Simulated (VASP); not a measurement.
# GaN (P6_3mc) in VASP: a series of runs

One crystal, GaN, is run at these levels: PBE; tasks: single point.

Everything below comes from runs of VASP 6.6.1. Logs are shortened: lines on timing, memory, paths and dates and some standing lists are left out, and cuts for length are marked.

### 1 Starting point

Symmetry: P6_3mc, No. 186, hexagonal system. The conventional cell has a = 3.180 Å, b = 3.180 Å, c = 5.166 Å, α = 90.00°, β = 90.00°, γ = 120.00°. Ga (site symmetry 3m) has 4 N at 1.94 to 1.95 Å as nearest neighbours. N (site symmetry 3m) has 4 Ga at 1.94 to 1.95 Å as nearest neighbours.

### 2 Single point, PBE

File INCAR:

```
PREC = Accurate
ENCUT = 900
EDIFF = 1E-7
ISMEAR = 0
SIGMA = 0.05
LREAL = F
LASPH = T
NELM = 100
ALGO = Normal
ISIF = 2
LWAVE = F
LCHARG = F
GGA = PE
ADDGRID = F
```

File KPOINTS:

```
Automatic mesh
0
Gamma
  5 5 3
```

File POSCAR:

```
GaN
1.0
    3.1800000000      0.0000000000      0.0000000000
   -1.5900000000      2.7539607840      0.0000000000
    0.0000000000      0.0000000000      5.1660000000
Ga N
2 2
Direct
    0.6666666667      0.3333333333      0.5000000000
    0.3333333333      0.6666666667      0.0000000000
    0.6666666667      0.3333333333      0.8750000000
    0.3333333333      0.6666666667      0.3750000000
```

Potentials or basis: VASP PAW PBE potentials, release 64 (Ga, N).

Command:

```bash
cat potpaw_PBE.64/Ga/POTCAR potpaw_PBE.64/N/POTCAR > POTCAR
mpirun -np 1 vasp_std > vasp.out
```

OUTCAR:

```text
PREC = Accurate
   ENCUT = 900
   EDIFF = 1E-7
   ISMEAR = 0
   LREAL = F
   LASPH = T
   NELM = 100
   ISIF = 2
   GGA = PE

 Found     10 irreducible k-points:

 Following reciprocal coordinates:
            Coordinates               Weight
  0.000000  0.000000  0.000000      1.000000
  0.200000  0.000000  0.000000      6.000000
  0.400000  0.000000  0.000000      6.000000
  0.200000  0.200000  0.000000      6.000000
  0.400000  0.200000  0.000000      6.000000
  0.000000  0.000000  0.333333      2.000000
   k-points           NKPTS =     10   k-points in BZ     NKDIM =     10   number of bands    NBANDS=     12
   number of dos      NEDOS =    301   number of ions     NIONS =      4
   total plane-waves  NPLWV =  55296
   dimension x,y,z NGX =    32 NGY =   32 NGZ =   54
   dimension x,y,z NGXF=    64 NGYF=   64 NGZF=  108
   ions per type =               2   2
   NGX,Y,Z   is equivalent  to a cutoff of  16.73, 16.73, 17.38 a.u.
   NGXF,Y,Z  is equivalent  to a cutoff of  33.46, 33.46, 34.76 a.u.
 SYSTEM =  unknown system
   PREC   = accura    normal or accurate (medium, high low for compatibility)
   ISTART =      0    job   : 0-new  1-cont  2-samecut
   ICHARG =      2    charge: 1-file 2-atom 10-const
   ISPIN  =      1    spin polarized calculation?
   LNONCOLLINEAR =      F non collinear calculations
   LSORBIT =      F    spin-orbit coupling
   LASPH  =      T    aspherical Exc in radial PAW
   ENCUT  =  900.0 eV  66.15 Ry    8.13 a.u.   7.78  7.78 12.64*2*pi/ulx,y,z
   NELM   =    100;   NELMIN=  2; NELMDL= -5     # of ELM steps
   EDIFF  = 0.1E-06   stopping-criterion for ELM
   LREAL  =      F    real-space projection
   EDIFFG = 0.1E-05   stopping-criterion for IOM
   NSW    =      0    number of steps for IOM
   IBRION =     -1    ionic relax: 0-MD 1-quasi-New 2-CG
   NFREE  =      0    steps in history (QN), initial steepest desc. (CG)
   ISIF   =      2    stress and relaxation
   ISYM   =      2    0-nonsym 1-usesym 2-fastsym
   POTIM  = 0.5000    time-step for ionic-motion
   TEBEG  =    0.0;   TEEND  =   0.0 temperature during run
   PSTRESS=    0.0 pullay stress
   NELECT =      16.0000    total number of electrons
   NUPDOWN=      -1.0000    fix difference up-down
   EMIN   =  10.00;   EMAX   =-10.00  energy-range for DOS
   EFERMI =   0.00;   METHOD = LEGACY
   ISMEAR =     0;   SIGMA  =   0.05  broadening in eV -4-tet -1-fermi 0-gaus
   EFERMI_NEDOS =   21; number of points for ismear=-14 and -15
   IALGO  =     38    algorithm
   IMIX   =      4    mixing-type and parameters
     AMIX     =   0.40;   BMIX     =  1.00
     AMIX_MAG =   1.60;   BMIX_MAG =  1.00
  volume/ion in A,a.u.               =      11.31        76.33
  Fermi-wavevector in a.u.,A,eV,Ry     =   1.157715  2.187764 18.235949  1.340304
  Thomas-Fermi vector in A             =   2.294324
   LORBIT       =      0    0 simple, 1 ext, 2 COOP (PROOUT), +10 PAW based schemes
   GGA     = PE    functional components
   LHFCALC =     F    Hartree Fock is set to
   AEXX    =    0.0000 exact exchange contribution
   IVDW    =     0    specifies the selected vdW correction
   LEPSILON=     F    determine dielectric tensor
   LRPA    =     F    only Hartree local field effects (RPA)
 non-spin polarized calculation
 Gauss-broadening in eV      SIGMA  =   0.05
  energy-cutoff  :      900.00
  volume of cell :       45.24
 maximum number of plane-waves:      2785
 NGX is ok and might be reduce to    32
   NGX = 15   NGY = 15   NGZ = 25

 number of electron      16.0000000 magnetization

 Free energy of the ion-electron system (eV)
  ---------------------------------------------------
  ext. energy  EPLUGINS =         0.00000000
  ---------------------------------------------------
  free energy    TOTEN  =       -24.21279011 eV

  energy without entropy =      -24.21279011  energy(sigma->0) =      -24.21279011

 E-fermi :   3.3597     XC(G=0): -10.9072

 val. band max:        3.0834981659   @ k =   0.0000   0.0000   0.0000
 cond. band min:       5.1374701465   @ k =   0.0000   0.0000   0.0000
 fundamental gap:      2.0539719806
 Fermi energy:         3.3596689253

 k-point     1 :       0.0000    0.0000    0.0000
  band No.  band energies     occupation
      1     -12.9140      2.00000
      2     -10.4969      2.00000
      3      -3.9962      2.00000
      4       2.0333      2.00000
      5       2.0333      2.00000
      6       3.0241      2.00000
      7       3.0835      2.00000
      8       3.0835      2.00000
      9       5.1375      0.00000
     10       7.4967      0.00000
     11      12.4090      0.00000
     12      13.1282      0.00000

 k-point     2 :       0.2000    0.0000    0.0000
  band No.  band energies     occupation
      1     -12.3746      2.00000
      2     -10.1632      2.00000
      3      -3.4495      2.00000
      4      -0.1992      2.00000
      5       0.8642      2.00000
      6       1.3500      2.00000
      7       2.5983      2.00000
      8       2.7538      2.00000
      9       7.0167      0.00000
     10       9.0334      0.00000
     11      11.0102      0.00000
     12      11.9612      0.00000

 k-point     3 :       0.4000    0.0000    0.0000
  band No.  band energies     occupation
      1     -11.0530      2.00000
      2      -9.7361      2.00000
      3      -3.1125      2.00000
      4      -1.9349      2.00000
      5      -1.3487      2.00000
      6       0.4811      2.00000
      7       1.2714      2.00000
      8       2.2022      2.00000
      9       8.2456      0.00000
     10       8.8471      0.00000
     11       9.4758      0.00000
     12      11.7543      0.00000

 k-point     4 :       0.2000    0.2000    0.0000
  band No.  band energies     occupation
      1     -11.4152      2.00000
      2      -9.7518      2.00000
      3      -2.6998      2.00000
      4      -1.3572      2.00000
      5      -1.3206      2.00000
      6       0.0887      2.00000
      7       1.6380      2.00000
      8       1.7702      2.00000
      9       8.8667      0.00000
     10       9.7051      0.00000
     11      10.7147      0.00000
     12      10.7980      0.00000

 k-point     5 :       0.4000    0.2000    0.0000
  band No.  band energies     occupation
      1     -10.3603      2.00000
      2      -9.7816      2.00000
      3      -2.9618      2.00000
      4      -2.0623      2.00000
      5      -1.3255      2.00000
      6      -0.5056      2.00000
      7       0.5843      2.00000
      8       0.9380      2.00000
      9       8.6102      0.00000
     10      10.1663      0.00000
     11      10.3290      0.00000
     12      11.6305      0.00000

 k-point     6 :       0.0000    0.0000    0.3333
  band No.  band energies     occupation
      1     -12.4792      2.00000
      2     -11.3409      2.00000
      3      -2.3754      2.00000
      4       0.7373      2.00000
      5       2.2844      2.00000
      6       2.2844      2.00000
      7       2.8096      2.00000
      8       2.8096      2.00000
      9       6.8040      0.00000
     10       7.6305      0.00000
     11      11.8315      0.00000
     12      12.3085      0.00000

 [... further k-points ...]

------------------------ aborting loop because EDIFF is reached ----------------------------------------

  FORCE on cell =-STRESS in cart. coord.  units (eV):
  Direction    XX          YY          ZZ          XY          YZ          ZX
  --------------------------------------------------------------------------------------
  -------------------------------------------------------------------------------------
  Total        3.6589939      3.6589939      4.2222819      0.0000000      0.0000000     -0.0000000
  in kB      129.5785126    129.5785126    149.5266278      0.0000000      0.0000000     -0.0000000
  external PRESSURE =     136.2278843 kB  Pullay stress =       0.0000000 kB

 VOLUME and BASIS-vectors are now :
 -----------------------------------------------------------------------------
  energy-cutoff  :      900.00
  volume of cell :       45.24
      direct lattice vectors                 reciprocal lattice vectors
     3.180000000  0.000000000  0.000000000     0.314465409  0.181556688  0.000000000
    -1.590000000  2.753960784  0.000000000     0.000000000  0.363113377  0.000000000
     0.000000000  0.000000000  5.166000000     0.000000000  0.000000000  0.193573364

 POSITION                                       TOTAL-FORCE (eV/Angst)
 -----------------------------------------------------------------------------------
      1.59000      0.91799      2.58300         0.000000     -0.000000     -0.170745
     -0.00000      1.83597      0.00000         0.000000      0.000000     -0.170745
      1.59000      0.91799      4.52025         0.000000     -0.000000      0.170745
     -0.00000      1.83597      1.93725        -0.000000      0.000000      0.170745
 -----------------------------------------------------------------------------------
    total drift:                               -0.000000      0.000000     -0.000765

  FREE ENERGIE OF THE ION-ELECTRON SYSTEM (eV)
  ---------------------------------------------------
  free  energy   TOTEN  =       -24.2127901126 eV

  energy  without entropy=      -24.2127901126  energy(sigma->0) =      -24.21279011
```

Run time: 11 s. Hardware: 1 thread of Intel Xeon 6975P-C (Granite Rapids), shared host; peak memory 0.22 GiB.

These settings aren't checked as converged: the numbers below hold their error.

What came out:

```yaml
Free_energy: -24.2128 eV
Pressure: 13.6 GPa
Largest_force: 0.171 eV/Å
Band_gap_on_the_k_mesh: 2.05 eV, direct
```

Caveat: the k mesh is coarse (spacing up to 0.46 Å⁻¹), so the values aren't converged.

### 3 Single point, PBE

INCAR is that of step 2.

KPOINTS is that of step 2.

File POSCAR:

```
GaN
1.0
    3.1800000000      0.0000000000      0.0000000000
   -1.5900000000      2.7539607840      0.0000000000
    0.0000000000      0.0000000000      5.1660000000
Ga N
2 2
Direct
    0.6521390000      0.3316270000      0.5245870000
    0.3764220000      0.6884330000      0.0161300000
    0.6603830000      0.3218970000      0.8783140000
    0.3311160000      0.6688000000      0.3826530000
```

Potentials or basis: VASP PAW PBE potentials, release 64 (Ga, N).

Command:

```bash
cat potpaw_PBE.64/Ga/POTCAR potpaw_PBE.64/N/POTCAR > POTCAR
mpirun -np 1 vasp_std > vasp.out
```

OUTCAR:

```text
PREC = Accurate
   ENCUT = 900
   EDIFF = 1E-7
   ISMEAR = 0
   LREAL = F
   LASPH = T
   NELM = 100
   ISIF = 2
   GGA = PE

 Found     38 irreducible k-points:

 Following reciprocal coordinates:
            Coordinates               Weight
  0.000000  0.000000  0.000000      1.000000
  0.200000  0.000000  0.000000      2.000000
  0.000000  0.200000  0.000000      2.000000
 -0.200000  0.200000  0.000000      2.000000
  0.400000  0.000000  0.000000      2.000000
  0.000000  0.400000  0.000000      2.000000
   k-points           NKPTS =     38   k-points in BZ     NKDIM =     38   number of bands    NBANDS=     12
   number of dos      NEDOS =    301   number of ions     NIONS =      4
   total plane-waves  NPLWV =  55296
   dimension x,y,z NGX =    32 NGY =   32 NGZ =   54
   dimension x,y,z NGXF=    64 NGYF=   64 NGZF=  108
   ions per type =               2   2
   NGX,Y,Z   is equivalent  to a cutoff of  16.73, 16.73, 17.38 a.u.
   NGXF,Y,Z  is equivalent  to a cutoff of  33.46, 33.46, 34.76 a.u.
 SYSTEM =  unknown system
   PREC   = accura    normal or accurate (medium, high low for compatibility)
   ISTART =      0    job   : 0-new  1-cont  2-samecut
   ICHARG =      2    charge: 1-file 2-atom 10-const
   ISPIN  =      1    spin polarized calculation?
[... 74 lines left out ...]
     12      12.8986      0.00000
[... 61 lines left out ...]
 k-point     6 :       0.0000    0.4000    0.0000
  band No.  band energies     occupation
      1     -11.0692      2.00000
      2      -9.7499      2.00000
      3      -3.1382      2.00000
      4      -2.0364      2.00000
      5      -1.3586      2.00000
      6       0.6072      2.00000
      7       0.9359      2.00000
      8       2.4581      2.00000
      9       8.2746      0.00000
     10       8.9344      0.00000
     11       9.4829      0.00000
     12      11.7230      0.00000

 [... further k-points ...]

------------------------ aborting loop because EDIFF is reached ----------------------------------------

  FORCE on cell =-STRESS in cart. coord.  units (eV):
  Direction    XX          YY          ZZ          XY          YZ          ZX
  --------------------------------------------------------------------------------------
  -------------------------------------------------------------------------------------
  Total        1.9942224      3.9228997      7.5640985     -1.0383162     -0.6600723     -0.2537437
  in kB       70.6227939    138.9243950    267.8727178    -36.7706180    -23.3756020     -8.9860016
  external PRESSURE =     159.1399689 kB  Pullay stress =       0.0000000 kB

 VOLUME and BASIS-vectors are now :
 -----------------------------------------------------------------------------
  energy-cutoff  :      900.00
  volume of cell :       45.24
      direct lattice vectors                 reciprocal lattice vectors
     3.180000000  0.000000000  0.000000000     0.314465409  0.181556688  0.000000000
    -1.590000000  2.753960784  0.000000000     0.000000000  0.363113377  0.000000000
     0.000000000  0.000000000  5.166000000     0.000000000  0.000000000  0.193573364

 POSITION                                       TOTAL-FORCE (eV/Angst)
 -----------------------------------------------------------------------------------
      1.54652      0.91329      2.71002         0.415389      0.122275     -2.659229
      0.10241      1.89592      0.08333        -0.993756     -1.144903     -0.306171
      1.58820      0.88649      4.53737         0.876454      1.119898      2.033906
     -0.01044      1.84185      1.97679        -0.298087     -0.097269      0.931493
 -----------------------------------------------------------------------------------
    total drift:                                0.000021      0.000041     -0.000684

  FREE ENERGIE OF THE ION-ELECTRON SYSTEM (eV)
  ---------------------------------------------------
  free  energy   TOTEN  =       -23.9338981793 eV

  energy  without entropy=      -23.9338981793  energy(sigma->0) =      -23.93389818
```

OSZICAR:

```text
N       E                     dE             d eps       ncg     rms          rms(c)
DAV:   1     0.939411512130E+02    0.93941E+02   -0.10275E+04   912   0.184E+03
DAV:   2    -0.205610237258E+02   -0.11450E+03   -0.10386E+03  1244   0.334E+02
DAV:   3    -0.281712713516E+02   -0.76102E+01   -0.75335E+01  1204   0.927E+01
DAV:   4    -0.282872761812E+02   -0.11600E+00   -0.11566E+00  1108   0.128E+01
DAV:   5    -0.282896265206E+02   -0.23503E-02   -0.23498E-02  1160   0.173E+00    0.135E+01
DAV:   6    -0.240042156416E+02    0.42854E+01   -0.14941E+01  1156   0.355E+01    0.542E+00
DAV:   7    -0.239958217942E+02    0.83938E-02   -0.10483E+00   936   0.888E+00    0.307E+00
DAV:   8    -0.239374149600E+02    0.58407E-01   -0.60607E-02  1188   0.284E+00    0.542E-01
DAV:   9    -0.239334767951E+02    0.39382E-02   -0.83850E-03  1204   0.785E-01    0.164E-01
DAV:  10    -0.239339559756E+02   -0.47918E-03   -0.22954E-03  1100   0.397E-01    0.798E-02
DAV:  11    -0.239338946680E+02    0.61308E-04   -0.30984E-04  1184   0.161E-01    0.203E-02
DAV:  12    -0.239338985333E+02   -0.38652E-05   -0.38136E-05  1128   0.718E-02    0.623E-03
DAV:  13    -0.239338984881E+02    0.45192E-07   -0.10748E-06  1104   0.103E-02    0.313E-03
DAV:  14    -0.239338982081E+02    0.27999E-06   -0.52002E-07  1124   0.709E-03    0.133E-03
DAV:  15    -0.239338981793E+02    0.28731E-07   -0.39460E-08   512   0.240E-03
   1 F= -.23933898E+02 E0= -.23933898E+02  d E =-.115082E-11
```

stdout:

```text
POSCAR found type information on POSCAR GaN
 POSCAR found :  2 types and       4 ions
 scaLAPACK will be used
 LDA part: xc-table for (Slater+PW92), standard interpolation
 POSCAR, INCAR and KPOINTS ok, starting setup
 FFT: planning ... GRIDC
 FFT: planning ... GRID_SOFT
 FFT: planning ... GRID
 WAVECAR not read
 entering main loop
```

Run time: 25 s. Hardware: 1 thread of Intel Xeon 6975P-C (Granite Rapids), shared host; peak memory 0.25 GiB.

These settings aren't checked as converged: the numbers below hold their error.

What came out:

| Property | Result |
| --- | --- |
| Free energy | -23.9339 eV |
| Pressure | 15.9 GPa |
| Largest force | 2.694 eV/Å |
| Band gap on the k mesh | 1.84 eV, direct |

Caveat: the k mesh is coarse (spacing up to 0.46 Å⁻¹), so the values aren't converged.
